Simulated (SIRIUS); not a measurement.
Crystal: NiO.

```
CELL_PARAMETERS angstrom
0.00000 2.08590 2.08590
2.08590 0.00000 2.08590
2.08590 2.08590 0.00000
ATOMIC_POSITIONS crystal
Ni 0.00000 0.00000 0.00000
O 0.50000 0.50000 0.50000
```

- Program: SIRIUS 7.12.0
- Task: relaxation of cell and atoms
- Functional: RPBE
- Dispersion: D3
- Potentials or basis: PseudoDojo 0.4.1 PBE standard (scalar relativistic)
- Cutoff: 1333 eV
- Density cutoff: 5334 eV
- k mesh: 5 × 5 × 5
- Occupations: fermi-dirac, width 0.05 eV
- Spin: collinear spin, ferromagnetic start
- Starting moments: [1.0, 0.0] μB

At the start: pressure 8.5 GPa; volume 9.08 Å³/atom.

**Question.** How do energy, volume and symmetry change on relaxing?

**Answer.** Over 4 steps the energy falls by 10.1 meV/atom and the volume is 9.47 Å³/atom (+4.3 %); space group Fm-3m (No. 225, to 0.05 Å); moment 1.87 μB per cell.

The path:
```csv
step,energy change (eV),largest force (eV/Å),pressure (GPa),volume (Å³)
1,0.0000,0.0000,8.54,18.15
2,-0.0088,0.0000,6.28,18.34
3,-0.0202,0.0000,0.37,18.90
4,-0.0202,0.0000,0.02,18.93
```

Final structure:
```xyz
2
Lattice="0.0000 2.1155 2.1155 2.1155 0.0000 2.1155 2.1155 2.1155 0.0000" Properties=species:S:1:pos:R:3 pbc="T T T"
Ni    0.0000    0.0000    0.0000
O     2.1155    2.1155    2.1155
```

Caveat: the k mesh is coarse (spacing up to 0.52 Å⁻¹), so the values aren't converged; the potentials were made for another functional, which shifts forces and pressure; a cell with one magnetic atom can't hold antiferromagnetic order, which such compounds often take.
